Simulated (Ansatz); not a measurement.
# CdS

**The experiment.** The Crystallography Open Database holds a cell as deposited of hexagonal CdS (space group P6_3mc), temperature not stated (1993, doi:10.1103/PhysRevB.48.4335): a, c = 4.137, 6.714 Å, 24.88 Å³/atom.

Method: PBE, scalar-relativistic; no spin polarisation; PAW, 420 eV, 10×10×6 k-mesh, Gaussian smearing of 0.05 eV; code Ansatz; PAW files: Ansatz's generated set soft_2.

```yaml
crystal:
  lattice:
    - [4.19703, 0.00000, 0.00000]
    - [-2.09851, 3.63473, 0.00000]
    - [0.00000, 0.00000, 6.82788]
  atoms:
    - { symbol: Cd, position: [0.33333, 0.66667, 0.00417] }
    - { symbol: Cd, position: [0.66667, 0.33333, 0.50417] }
    - { symbol: S, position: [0.33333, 0.66667, 0.38083] }
    - { symbol: S, position: [0.66667, 0.33333, 0.88083] }
```

The chain of runs began from a cell as deposited in COD, expanded in volume.

The cell above was scaled in volume, and shape and atoms were relaxed at each volume within its symmetry. Energies are counted from the cell above.

Cell and atoms are those of this level's equilibrium.

```csv
V (Å³/atom),ΔE (meV/atom),P from the stress (GPa)
24.998,7.42,2.38
25.519,1.77,1.12
26.040,0.00,-0.01
26.561,1.69,-1.01
27.082,6.48,-1.92
```

Question: Do the energies and the pressures agree? Compare −ΔE/ΔV between neighbouring points (1 meV/Å³ = 0.1602 GPa) with the mean of their pressures.

Answer: 
```tsv
interval (Å³/atom)	−ΔE/ΔV (GPa)	mean P (GPa)
25.00 to 25.52	1.7	1.7
25.52 to 26.04	0.5	0.6
26.04 to 26.56	-0.5	-0.5
26.56 to 27.08	-1.5	-1.5
```
They differ by 0.01 GPa at most.

Question: What do the two routes give for V0, B0 and B0′?

Answer: A third-order Birch–Murnaghan fit of the energies: V0 = 26.04 Å³/atom, B0 = 53 GPa, B0′ = 4.6. A polynomial of P in ln V, with B = −dP/d ln V at P = 0: V0 = 26.04 Å³/atom, B0 = 53 GPa, B0′ = 4.6.

B0·V0 = 53.2 GPa × 26.04 Å³ = 8.65 eV/atom sets the scale: near the minimum ΔE ≈ ½ B0 V0 x², with x = V/V0 − 1, and a pressure of 0.5 GPa squeezes the volume by about 1 %. At the ends of the curve: x = −4.0 % predicts 6.9 meV/atom and the run gives 7.4; x = +4.0 % predicts 7.0 meV/atom and the run gives 6.5. The lopsidedness is anharmonic: atoms resist being pushed together more than being pulled apart.

**Against experiment.** PBE gives 4.197, 6.828 Å and 26.04 Å³/atom, +4.7 % in volume (+1.5 % in length) from the database's cell. PBE usually overestimates volumes by a few per cent. The static lattice also lacks zero-point motion and thermal expansion, roughly 0.9 to 2.2 % in volume at 300 K (room temperature assumed) by Grüneisen's rule, γ·3k_BT/(B0·V0) with γ of 1 to 2.5, so its own overestimate is larger than the figure.

The energies and stresses describe the same smooth minimum, so the bulk modulus of 53 GPa is a well-determined property of this PBE model, though that agreement doesn't test the functional. Wurtzite CdS is soft because its open tetrahedral network is held together by long, strongly polar Cd–S bonds, with fewer valence electrons per volume to resist compression than in the lighter, shorter-bonded zinc chalcogenides. The modulus lies somewhat below the values usually measured, as expected from the overlarge cell: PBE underbinds the Cd–S contacts, and stretched bonds have a lower curvature. The positive B0′ of 4.6 expresses the same link between volume and stiffness. Both axes exceed the deposited ones by similar fractions, which suggests a general lengthening of the bonds rather than a marked distortion of the tetrahedra. Because the curve follows only the wurtzite structure, it can't show where the denser, six-coordinate rock-salt form, known to appear under modest pressure, becomes favourable.
